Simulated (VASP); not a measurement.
Computed with PBE GGA, VASP's PBE PAW potentials (set 64) (plane waves; VASP).

Input for VASP

KPOINTS:
```
kpoints
0
G
 7 7 7
```

### INCAR
```
# general
SYSTEM  = BaF2
PREC    = Accurate
ENCUT   = 520
LREAL   = .False.
LASPH   = .True.

# electronic loop
EDIFF   = 1E-6
NELM    = 100
ALGO    = Normal
LMAXMIX = 4

# smearing
ISMEAR  = 1
SIGMA   = 0.02

# functional
GGA     = PE

# ions
ISIF    = 2

# output
LWAVE   = .False.
LCHARG  = .False.
```

### POSCAR
```
BaF2
6.20
  0.0000000000   0.5000000000   0.5000000000
  0.5000000000   0.0000000000   0.5000000000
  0.5000000000   0.5000000000   0.0000000000
Ba F
1 2
Direct
  0.0000000000   0.0000000000   0.0000000000
  0.2500000000   0.2500000000   0.2500000000
  0.7500000000   0.7500000000   0.7500000000
```

POTCAR, in this order: Ba_sv F (PBE.64 set). Program: vasp_std.

The run wrote:

OSZICAR:
```
       N       E                     dE             d eps       ncg     rms          rms(c)
DAV:   1     0.165060126202E+03    0.16506E+03   -0.13253E+04   640   0.139E+03
DAV:   2    -0.120619987212E+02   -0.17712E+03   -0.17042E+03   816   0.295E+02
DAV:   3    -0.187703210441E+02   -0.67083E+01   -0.67012E+01   824   0.680E+01
DAV:   4    -0.188730629622E+02   -0.10274E+00   -0.10258E+00   824   0.749E+00
DAV:   5    -0.188772469044E+02   -0.41839E-02   -0.43385E-02   856   0.102E+00    0.863E+00
DAV:   6    -0.170788918349E+02    0.17984E+01   -0.98383E+00   640   0.253E+01    0.435E+00
DAV:   7    -0.170797863660E+02   -0.89453E-03   -0.38404E-01   824   0.560E+00    0.223E+00
DAV:   8    -0.170980990047E+02   -0.18313E-01   -0.60047E-02   704   0.298E+00    0.302E-01
DAV:   9    -0.171059049701E+02   -0.78060E-02   -0.17367E-02   792   0.953E-01    0.149E-01
DAV:  10    -0.171084353061E+02   -0.25303E-02   -0.41725E-03   664   0.478E-01    0.457E-02
DAV:  11    -0.171084354661E+02   -0.16005E-06   -0.48382E-04   840   0.173E-01    0.261E-02
DAV:  12    -0.171084454068E+02   -0.99407E-05   -0.10720E-04   656   0.774E-02    0.276E-03
DAV:  13    -0.171084461103E+02   -0.70354E-06   -0.24723E-06   864   0.115E-02
   1 F= -.17108446E+02 E0= -.17108544E+02  d E =0.293824E-03
```

### OUTCAR
```
------------------------ aborting loop because EDIFF is reached ----------------------------------------
  FORCE on cell =-STRESS in cart. coord.  units (eV):
  Direction    XX          YY          ZZ          XY          YZ          ZX
  --------------------------------------------------------------------------------------
  Total        0.8841494      0.8841494      0.8841494      0.0000000     -0.0000000      0.0000000
  in kB       23.7750354     23.7750354     23.7750354      0.0000000     -0.0000000      0.0000000
  external PRESSURE =      23.7750354 kB  Pullay stress =       0.0000000 kB
  volume of cell :       59.58
      direct lattice vectors                 reciprocal lattice vectors
     0.000000000  3.100000000  3.100000000    -0.161290323  0.161290323  0.161290323
     3.100000000  0.000000000  3.100000000     0.161290323 -0.161290323  0.161290323
     3.100000000  3.100000000  0.000000000     0.161290323  0.161290323 -0.161290323
 POSITION                                       TOTAL-FORCE (eV/Angst)
 -----------------------------------------------------------------------------------
      0.00000      0.00000      0.00000         0.000000     -0.000000      0.000000
      1.55000      1.55000      1.55000        -0.000000      0.000000      0.000000
      4.65000      4.65000      4.65000         0.000000     -0.000000     -0.000000
 -----------------------------------------------------------------------------------
    total drift:                                0.000000      0.000000      0.000000
  FREE ENERGIE OF THE ION-ELECTRON SYSTEM (eV)
  ---------------------------------------------------
  free  energy   TOTEN  =       -17.1084461103 eV

  energy  without entropy=      -17.1087399341  energy(sigma->0) =      -17.10854405
```
(Selected blocks of OUTCAR.)

The compound is BaF2 in the fluorite structure. The cell was not relaxed at this level. The run is one of a series of settings (ISMEAR = 1, SIGMA = 0.02 against the base run), some of them coarse on purpose.
